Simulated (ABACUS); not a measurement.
## CuI (Marshite): single point with TASK

The system is CuI (Marshite).

```
I Cu
1.0
     0.00000    3.03150    3.03150
     3.03150    0.00000    3.03150
     3.03150    3.03150    0.00000
I Cu
1 1
Cartesian
  0.0000 0.0000 0.0000
  4.5473 4.5473 4.5473
```

```json
{
  "Program": "ABACUS 3.10.1",
  "Task": "single point",
  "Functional": "TASK",
  "Potentials or basis": "SG15 ONCV 1.2 PBE",
  "Cutoff": "1442 eV",
  "Density cutoff": "5769 eV",
  "Basis": "plane waves",
  "k mesh": "5 × 5 × 5",
  "Occupations": "fermi-dirac, width 0.05 eV",
  "Spin": "no spin polarisation"
}
```

```yaml
Pressure: 263.4 GPa
Band_gap_on_the_k_mesh: 2.84 eV, direct
```

Levels at points of the mesh, in eV from the valence-band top:
| k point | band 14 | band 15 | band 16 | band 17 | band 18 | band 19 | band 20 | band 21 | band 22 | band 23 |
| --- | --- | --- | --- | --- | --- | --- | --- | --- | --- | --- |
| (0.00, 0.00, 0.00) | -1.51 | -1.51 | 0.00 | 0.00 | 0.00 | 2.84 | 8.34 | 8.34 | 8.34 | 12.13 |

Run time: 58 s on 4 MPI ranks on Intel(R) Xeon(R) Platinum 8488C (Sapphire Rapids), on a shared host, peak memory 0.64 GiB a rank.

Caveat: a pressure of tens of GPa on the cell as given is suspect, and the run, the potentials or the cell itself is likely at fault; the potentials were made for another functional, which shifts forces and pressure; spin-orbit coupling is left out, which moves the levels of the heavy elements.
